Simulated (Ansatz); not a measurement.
# Al: stress in a strained cell

Aim: deform Al (equal xx and yy strain of +3 %) and compute stress, forces and field gradients with LAPW, PAW and all-electron datasets made for the crystal.

Method: DFT PBE, scalar-relativistic, in Ansatz 0.2.0.

## (1) Starting point

Symmetry: Fm-3m, No. 225, cubic system. Conventional cell: a = 4.048 Å, b = 4.048 Å, c = 4.048 Å, α = 90.00°, β = 90.00°, γ = 90.00°. Al (site symmetry m-3m) is surrounded by 12 Al at 2.86 Å.

As a file:

```xyz
1
Lattice="0.0000 2.0240 2.0240 2.0240 0.0000 2.0240 2.0240 2.0240 0.0000" Properties=species:S:1:pos:R:3 pbc="T T T"
Al    0.0000    0.0000    0.0000
```

## (2) The deformed structure

Space group Fm-3m before, I4/mmm after.

## (3) Full-potential LAPW

Input file input.yaml:

```yaml
crystal:
  lattice:
    - [0.0, 2.0846994, 2.02398]
    - [2.0846994, 0.0, 2.02398]
    - [2.0846994, 2.0846994, 0.0]
  atoms:
    - { symbol: Al, position: [0.0, 0.0, 0.0] }
kpoints:
  mp_grid: { grid: [14, 14, 14] }
  band_path:
    path:
      - [0.0, 0.0, 0.0]
      - [0.0, 0.5, 0.5]
      - [0.25, 0.75, 0.5]
      - [0.0, 0.5, 0.0]
      - [0.0, 0.0, 0.0]
      - [0.5, 0.5, 0.0]
      - [0.3826125, 0.6173875, 0.0]
      - [-0.3826125, 0.3826125, 0.0]
      - [0.0, 0.0, 0.0]
    npoints: 5
scf:
  occupations: { method: fermi_dirac, width: 0.05 }
hamiltonian:
  xc: pbe
  pseudopotentials: { kind: all_electron, lapw: { basis_error: 0.001 } }
output:
  forces: true
  stress: true
  eigenvalues: true
```

Started as:

```
$ ansatz run input.yaml --threads 1 --pin off --max-ram 3072MiB --backend cpu --events-out ev --progress --plain --runs-dir out
```

## (4) PAW on the default files

Input file input.yaml:

```yaml
crystal:
  lattice:
    - [0.0, 2.0846994, 2.02398]
    - [2.0846994, 0.0, 2.02398]
    - [2.0846994, 2.0846994, 0.0]
  atoms:
    - { symbol: Al, position: [0.0, 0.0, 0.0] }
kpoints:
  mp_grid: { grid: [14, 14, 14] }
scf:
  occupations: { method: fermi_dirac, width: 0.05 }
hamiltonian:
  xc: pbe
  pseudopotentials: { kind: paw }
output:
  forces: true
  stress: true
  eigenvalues: true
  efg: { contact_densities: true }
  write_density: true
  write_potential: true
  elf: true
  volumetric_format: npy
```

## (5) All-electron PAW on datasets made for the crystal

input.yaml, as its differences from that of step 4:

```diff
@@ -13,3 +13,3 @@
   xc: pbe
-  pseudopotentials: { kind: paw }
+  pseudopotentials: { kind: all_electron, datasets: crystal }
 output:
@@ -19,5 +19 @@
   efg: { contact_densities: true }
-  write_density: true
-  write_potential: true
-  elf: true
-  volumetric_format: npy
```

(Steps that only read results are left out.)

What does the calculation give? Wanted: pressure; largest shear or deviatoric stress.

**Answer**, as computed:

| quantity | value |
| --- | --- |
| pressure | LAPW -4.26, PAW -4.26, crystal datasets -4.26 GPa |
| largest shear or deviatoric stress (LAPW) | 0.21 GPa |

**Reading.** The largest part of the stress beyond the pressure is 0.21 GPa in size, in the zz component. No run of the undeformed cell stands beside it, so the pressure holds what the given cell had before the change. PAW: stress within 0.01 GPa of LAPW. Crystal datasets: stress within 0.01 GPa of LAPW.
